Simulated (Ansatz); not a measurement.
The system is ZrB2.

```
Zr B
1.0
     3.17000    0.00000    0.00000
    -1.58500    2.74530    0.00000
     0.00000    0.00000    3.53300
Zr B
1 2
Direct
  0.00000 0.00000 0.00000
  0.66667 0.33333 0.50000
  0.33333 0.66667 0.50000
```

| Item | Value |
| --- | --- |
| Program | Ansatz 0.2.0 |
| Task | relaxation of cell and atoms |
| Functional | PBEsol |
| Dispersion | D4 |
| Potentials or basis | Ansatz PAW |
| Cutoff | 420 eV (not typed: the program's choice for these potentials) |
| k mesh | 10 × 10 × 8 |
| Occupations | fermi-dirac, width 0.05 eV |
| Spin | no spin polarisation |

At the start: volume 10.25 Å³/atom.

Task: How do energy, volume and symmetry change on relaxing?

Result: It ends after 6 steps and the volume is 9.94 Å³/atom (-3.0 %); space group P6/mmm (No. 191, to 0.05 Å).

The path:
```
step  energy change (eV)  largest force (eV/Å)  volume (Å³)
   1              0.0000                0.0000        30.75
   2             -0.0118                0.0000        29.35
   3             -0.0225                0.0000        29.79
   4             -0.0231                0.0000        29.84
   5             -0.0232                0.0000        29.82
   6             -0.0222                0.0000        29.82
```

Final structure:
```
Zr B
1.0
     3.14368    0.00000    0.00000
    -1.57184    2.72251    0.00000
     0.00000    0.00000    3.48463
Zr B
1 2
Direct
  0.00000 0.00000 0.00000
  0.66667 0.33333 0.50000
  0.33333 0.66667 0.50000
```

Caveat: the plane-wave basis is chosen anew once the cell has moved, so the energies of steps on either side of that aren't comparable; pairwise dispersion overbinds metals, which lowers pressure and volume; the PAW data sets come from PBE, with cores solved anew for the run's functional, which leaves a small shift of forces and pressure.
